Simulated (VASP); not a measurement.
# Settings for SnTe: elastic tensor from stress against strain

SnTe, Fm-3m (no. 225), 2 atoms in the cell. HSE06, elastic tensor from stress against strain; PAW potentials Te, Sn_d (PBE set). VASP 6.6.1.

Wanted: elastic constants within 3 %.

Geometry: relaxed with this functional.

Elastic constants: the values given are C11, C12, C44.

The series start from Plane-wave cutoff (eV): 310; k mesh: 4x4x4; Strain step: 0.005. Each series keeps the choices made before it, and each single choice may use up half of a tolerance. Times cover all steps of a run.

## Plane-wave cutoff (eV)

| Plane-wave cutoff (eV) | Elastic constants, largest deviation against the largest value | Time (s) |
|---|---|---|
| 280 | 0.54 % | 168 |
| 310 | 0.89 % | 224 |
| 360 (reference) | 0 % | 254 |

## k mesh

| k mesh | Elastic constants, largest deviation against the largest value | Time (s) |
|---|---|---|
| 3x3x3 | 4.2 % | 69 |
| 4x4x4 | 9.1 % | 168 |
| 5x5x5 (reference) | 0 % | 437 |

## Strain step

| Strain step | Elastic constants, largest deviation against the largest value | Time (s) |
|---|---|---|
| 0.005 | 0 % | 437 |
| 0.0025 | 0.29 % | 446 |
| 0.01 | 0.24 % | 444 |

## Question

The rows run from the loosest to the tightest (no order: strain step). For each series: choose the loosest value from which every tighter one stays within half of the tolerance; where there is no order, keep the first row unless others stay within half of the tolerance and take at least 30 % less time, and then take the fastest.

## Answer

- Plane-wave cutoff (eV): 280
- k mesh: 5x5x5, the tightest run, since the next looser one is off by more than half of the tolerance (convergence isn't shown beyond it)
- Strain step: 0.005

## All choices together

| Input | Elastic constants, largest deviation against the largest value | Time (s) |
|---|---|---|
| program defaults, KSPACING-like mesh of 0.5 per A (naive) | 20 % | 104 |
| chosen settings | 0.36 % | 437 |
| reference settings throughout | 0 % | 646 |

The chosen settings stay within the tolerance of the reference run, but the reference itself isn't shown to be converged in: k mesh.

Values of the reference run: Elastic constants: 130.9, 2.2, 17.7 GPa.

## The input

INCAR:
```
  PREC = Accurate
  ENCUT = 280
  EDIFF = 1E-7
  ISMEAR = 0
  SIGMA = 0.02
  LREAL = F
  LASPH = T
  ALGO = All
  NELM = 120
  LWAVE = F
  LCHARG = F
  GGA = PE
  LHFCALC = T
  HFSCREEN = 0.2
  PRECFOCK = Fast
  ISIF = 2
  KPAR = 8
  IBRION = 2
  NSW = 30
  EDIFFG = -0.002
```

KPOINTS:
```
Automatic mesh
0
Gamma
  5 5 5
  0 0 0
```

POSCAR.step1:
```
SnTe
 1.0000000000000000
     0.0000000000000000    3.1700657086256183    3.1700657086256179
     3.1542153800824901    0.0000000000000000    3.1700657086256179
     3.1542153800824901    3.1700657086256183    0.0000000000000000
 Te  Sn
   1   1
Direct
  0.4999999999999999  0.5000000000000000  0.5000000000000000
  0.0000000000000000  0.0000000000000000  0.0000000000000000
```

POSCAR.step2:
```
SnTe
 1.0000000000000000
     0.0000000000000000    3.1700657086256183    3.1700657086256179
     3.1859160371687461    0.0000000000000000    3.1700657086256179
     3.1859160371687461    3.1700657086256183    0.0000000000000000
 Te  Sn
   1   1
Direct
  0.4999999999999999  0.5000000000000000  0.5000000000000000
  0.0000000000000000  0.0000000000000000 -0.0000000000000000
```

POSCAR.step3:
```
SnTe
 1.0000000000000000
     0.0000000000000000    3.1621405443540542    3.1621405443540538
     3.1700657086256183   -0.0079251642715640    3.1700657086256179
     3.1700657086256183    3.1700657086256183   -0.0079251642715640
 Te  Sn
   1   1
Direct
  0.5000000000000000  0.4999999999999999  0.5000000000000000
  0.0000000000000000  0.0000000000000000  0.0000000000000000
```

POSCAR.step4:
```
SnTe
 1.0000000000000000
     0.0000000000000000    3.1779908728971824    3.1779908728971820
     3.1700657086256183    0.0079251642715640    3.1700657086256179
     3.1700657086256183    3.1700657086256183    0.0079251642715640
 Te  Sn
   1   1
Direct
  0.4999999999999999  0.4999999999999998  0.5000000000000001
  0.0000000000000000  0.0000000000000000 -0.0000000000000000
```

Commands (each step's output is kept before the next begins):
```
cat potpaw_PBE.64/Te/POTCAR potpaw_PBE.64/Sn_d/POTCAR > POTCAR
cp POSCAR.step1 POSCAR
mpirun -np 8 vasp_std > vasp.out
rm WAVECAR CHG
cp POSCAR.step2 POSCAR
mpirun -np 8 vasp_std > vasp.out
rm WAVECAR CHG
cp POSCAR.step3 POSCAR
mpirun -np 8 vasp_std > vasp.out
rm WAVECAR CHG
cp POSCAR.step4 POSCAR
mpirun -np 8 vasp_std > vasp.out
```

The chosen input took VASP 6.6.1 437 s on 8 cores (Intel Xeon 6975P-C (Granite Rapids)), a shared host.

## An input that fails: strain smaller than the noise of the stress

It runs to its end, but against the unchanged starting input it is off by 29 % in the elastic constants.

Strain step: 0.005 becomes 0.0001.

Changes against the starting input:
```
(all steps)
- PREC = Accurate
- EDIFF = 1e-07
+ PREC = Low
+ EDIFF = 0.0001
(POSCAR.step1)
-     3.1542153800824901    0.0000000000000000    3.1700657086256179
-     3.1542153800824901    3.1700657086256183    0.0000000000000000
+     3.1697487020547559    0.0000000000000000    3.1700657086256179
+     3.1697487020547559    3.1700657086256183    0.0000000000000000
(POSCAR.step2)
-     3.1859160371687461    0.0000000000000000    3.1700657086256179
-     3.1859160371687461    3.1700657086256183    0.0000000000000000
+     3.1703827151964807    0.0000000000000000    3.1700657086256179
+     3.1703827151964807    3.1700657086256183    0.0000000000000000
-  0.4999999999999999  0.5000000000000000  0.5000000000000000
+  0.5000000000000000  0.5000000000000000  0.4999999999999999
(POSCAR.step3)
-     0.0000000000000000    3.1621405443540542    3.1621405443540538
-     3.1700657086256183   -0.0079251642715640    3.1700657086256179
-     3.1700657086256183    3.1700657086256183   -0.0079251642715640
+     0.0000000000000000    3.1699072053401869    3.1699072053401864
+     3.1700657086256183   -0.0001585032854313    3.1700657086256179
+     3.1700657086256183    3.1700657086256183   -0.0001585032854313
-  0.5000000000000000  0.4999999999999999  0.5000000000000000
+  0.4999999999999999  0.5000000000000000  0.5000000000000000
(POSCAR.step4)
-     0.0000000000000000    3.1779908728971824    3.1779908728971820
-     3.1700657086256183    0.0079251642715640    3.1700657086256179
-     3.1700657086256183    3.1700657086256183    0.0079251642715640
+     0.0000000000000000    3.1702242119110497    3.1702242119110493
+     3.1700657086256183    0.0001585032854313    3.1700657086256179
+     3.1700657086256183    3.1700657086256183    0.0001585032854313
-  0.4999999999999999  0.4999999999999998  0.5000000000000001
+  0.4999999999999998  0.4999999999999999  0.5000000000000000
```
